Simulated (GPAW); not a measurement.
# Tl: G0W0 quasiparticle levels with LDA

Crystal: Tl.

```
Tl
1.0
    -1.95600    1.95600    1.95600
     1.95600   -1.95600    1.95600
     1.95600    1.95600   -1.95600
Tl
1
Direct
  0.00000 0.00000 0.00000
```

This isn't the form of Tl at room conditions, which is hcp.

| Property | Result |
| --- | --- |
| Program | GPAW 26.7.0 |
| Task | G0W0 quasiparticle levels |
| Functional | LDA |
| Potentials or basis | the program's PAW data sets (release 1.2.1) made for this functional |
| Cutoff | 500 eV |
| Basis | pw |
| k mesh | 5 × 5 × 5 |
| Occupations | fermi-dirac, width 0.05 eV |
| Spin | no spin polarisation |
| Response ecut | 150 eV |
| Frequency | full |
| Extrapolate | yes |
| Vertex | none |
| Qp bands | 3 |
| Integrate gamma | WS |
| All k | no |
| Domega0 | 0.05 eV |
| Maxiter | 150 |
| Response bands | 124 |
| Omega2 | 10 eV |
| Eta | 0.1 eV |

The band gap on the k mesh is none (metal or under the smearing width).

Levels at points of the mesh, in eV from the Fermi level:
| k point | band 3 | band 4 | band 5 | band 6 | band 7 | band 8 | band 9 | band 10 |
| --- | --- | --- | --- | --- | --- | --- | --- | --- |
| (0.00, 0.00, 0.00) | -11.41 | -11.02 | -11.02 | -9.65 | 10.29 | 10.29 | 10.29 | 12.43 |

Wall time 7 min on 1 thread of Arm Neoverse V1, with other jobs on the host, peak memory 1 GiB.

Caveat: the k mesh is coarse (spacing up to 0.45 Å⁻¹), so the values aren't converged; G0W0 is unreliable with partly filled bands; the long-wavelength limit can be off by a per cent or two. The run has no spin-orbit coupling, so splittings on Tl are missing.
